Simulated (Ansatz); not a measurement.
KCl: deformation potentials from a series

```yaml
crystal:
  lattice:
    - [0.00000, 3.15610, 3.15610]
    - [3.15610, 0.00000, 3.15610]
    - [3.15610, 3.15610, 0.00000]
  atoms:
    - { symbol: K, position: [0.00000, 0.00000, 0.00000] }
    - { symbol: Cl, position: [0.50000, 0.50000, 0.50000] }
```

Atoms are numbered in the order listed.

Structure: COD 9003114, as refined from experiment and not relaxed.

Computed with DFT, PBEsol, all-electron LAPW, scalar-relativistic (Ansatz 0.2.0).

Settings: a Γ-centred 7×7×7 k mesh, Fermi–Dirac smearing of 0.03 eV, basis error target 0.5 meV/atom, no spin polarisation.

The cell is scaled evenly. Fractional coordinates are held (clamped ions).

Only quantities that a quadratic follows smoothly over the whole series are listed; rougher ones are left out.

| ln(V/Vcell) | direct gap at Γ (eV) | smallest gap on mesh and path (eV) |
| --- | --- | --- |
| -0.0619 | 5.198 | 5.198 |
| -0.0408 | 5.128 | 5.128 |
| -0.0202 | 5.061 | 5.061 |
| -0.0101 | 5.029 | 5.029 |
| 0.0000 | 4.997 | 4.997 |
| 0.0198 | 4.937 | 4.937 |
| 0.0392 | 4.878 | 4.878 |
| 0.0583 | 4.822 | 4.822 |

Task: Fit the series and give the slopes at zero strain.

Result: Least-squares fits y = p0 + p1 x + p2 x² to the rows give direct gap at Γ (eV): p1 = -3.12, p2 = 2; smallest gap on mesh and path (eV): p1 = -3.12, p2 = 2. So dEg/dln V = -3.1 eV for the direct gap at Γ, the fundamental gap of this crystal. Semilocal gaps are too small, but their slopes carry over better.

Task: One run, at ln(V/Vcell) = 0.0100, is withheld. Predict its row.

Result: The fits give 4.966, 4.966; the run gave 4.967, 4.967.
